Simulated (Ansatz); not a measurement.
**KCl: a tetragonal deformation path**

The task here is to estimate one member of a computed series from the others.

Method: DFT PBE, scalar-relativistic, plane waves, PAW, in Ansatz 0.2.0.

### The starting structure

Symmetry: Fm-3m, No. 225, cubic system. Conventional cell: a = 6.312 Å, b = 6.312 Å, c = 6.312 Å, α = 90.00°, β = 90.00°, γ = 90.00°. K (site symmetry m-3m) has 6 Cl at 3.16 Å in its first shell of neighbours. Cl (site symmetry m-3m) is surrounded by 6 K at 3.16 Å.

Structure file:

```
CELL_PARAMETERS angstrom
0.00000 3.15610 3.15610
3.15610 0.00000 3.15610
3.15610 3.15610 0.00000
ATOMIC_POSITIONS crystal
K 0.00000 0.00000 0.00000
Cl 0.50000 0.50000 0.50000
```

The cell is taken as given, not relaxed at this level.

### The reference cell

The reference gives a free energy of -2621.2224 eV, pressure 0.58 GPa, largest force 0.000 eV/Å and gap on the mesh 5.16 eV. It was computed beforehand with the settings of the runs below.

The first run:

At fixed volume and fractional coordinates, lengths along (0.000, 0.000, 1.000) are scaled against those across it; ρ is that ratio over its starting value.

File input.yaml:

```yaml
crystal:
  lattice:
    - [0.0, 3.5427808131, 2.5047460348]
    - [3.5427808131, 0.0, 2.5047460348]
    - [3.5427808131, 3.5427808131, 0.0]
  atoms:
    - { symbol: K, position: [0.0, 0.0, 0.0] }
    - { symbol: Cl, position: [0.5, 0.5, 0.5] }
basis:
  ecutwfc: 420
kpoints:
  mp_grid: { grid: [8, 8, 8] }
hamiltonian:
  xc: pbe
scf:
  occupations: { method: gaussian, width: 0.05 }
output:
  forces: true
  stress: true
  eigenvalues: true
  write_density: true
  write_potential: true
  elf: true
  volumetric_format: npy
```

The run is started by

```bash
> ansatz run input.yaml --threads 1 --pin off --max-ram 2560MiB --backend cpu --events-out ev --progress --plain --runs-dir out
```

Steps of the session up to this table: ρ = 0.707; ρ = 1.414; At ρ = 0.850; ρ = 1.200; At ρ = 0.780; Point ρ = 1.300; ρ = 0.920; Point ρ = 1.100; Point ρ = 0.650; ρ = 1.500; ρ = 0.960; At ρ = 1.050.

One table of the session follows, with a row left open; its other results are not shown here.

It belongs to the step «The scan collected». 

```
    ρ  ΔE (meV/atom)  pressure (GPa)  gap on the mesh (eV)
0.650          987.5            16.1                  3.06
0.707          533.0             9.7                  3.93
0.780          222.4             4.7                  4.59
0.850           80.4             2.2                  4.92
0.920           18.4             1.0                  5.09
0.960            4.1             0.7                  5.13
1.000            0.0             0.6                  5.16
1.050            5.2             0.7                  5.14
1.100           19.1             1.0                  5.11
1.200              ?               ?                     ?
1.300          132.8             3.7                  4.90
1.414          232.0             5.9                  4.74
1.500          322.9             7.7                  4.60
```

Q: Estimate the row for ρ = 1.200 from the others.

Worked estimate for «ΔE (meV/atom)». A straight line through the neighbours (1.100, 19.1) and (1.300, 132.8) gives 19.1 + (132.8 − 19.1) × (1.200 − 1.100) / (1.300 − 1.100) = 75.9; a parabola fitted to 4 rows on both sides gives 66.1.

As computed: ΔE (meV/atom): 65.8; pressure (GPa): 2.1; gap on the mesh (eV): 5.02. In «ΔE (meV/atom)» the line misses by +10.1 and the parabola by +0.3.
